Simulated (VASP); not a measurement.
A run of VASP 6.6.1 is set up as follows.

File INCAR:

```
SYSTEM = ZnS
PREC = Accurate ; ENCUT = 520
EDIFF = 1E-6 ; ISMEAR = 0
SIGMA = 0.05 ; LREAL = .False.
LASPH = .True. ; NELM = 60
ALGO = Normal ; ISIF = 2
LWAVE = .False. ; LCHARG = .False.
GGA = RP ; NBANDS = 16
```

Contents of KPOINTS:

```
regular mesh
0
Gamma
  9 9 9
  0 0 0
```

Contents of POSCAR:

```
ZnS
1.0
    0.0000000000      2.7020000000      2.7020000000
    2.7020000000      0.0000000000      2.7020000000
    2.7020000000      2.7020000000      0.0000000000
Zn S
1 1
Direct
    0.7500000000      0.7500000000      0.7500000000
    0.0000000000      0.0000000000      0.0000000000
```

Potentials or basis: VASP PAW PBE potentials, release 54 (Zn, S).

Command:

```bash
$ cat potpaw_PBE.54/Zn/POTCAR potpaw_PBE.54/S/POTCAR > POTCAR
$ mpirun -np 1 vasp_std > vasp.out
```

(1) What does it give for the band gap on the k mesh?

(2) Predict the pressure.

## Answers

(1) 2.28 eV, direct.

(2) 4.3 GPa.

Caveat: the PAW data sets were made with another functional, which shifts forces and pressure a little.

**What was measured.**

“Electronic, vibrational, and thermodynamic properties of ZnS (zincblende and rocksalt structure)”, 2009, arxiv:0911.5022 quotes, for a bulk crystal of ZnS at 19 K: band gap 3.85 eV (direct).

Measured gap of ZnS: 3.85 eV (direct; 19 K; quoted in “Electronic, vibrational, and thermodynamic properties of ZnS (zincblende and rocksalt structure)”, 2009, arxiv:0911.5022). This calculation gives 2.28 eV (-1.57 eV). The value is that of RPBE, without temperature or zero-point motion. Semilocal functionals fall short of measured gaps as a rule.
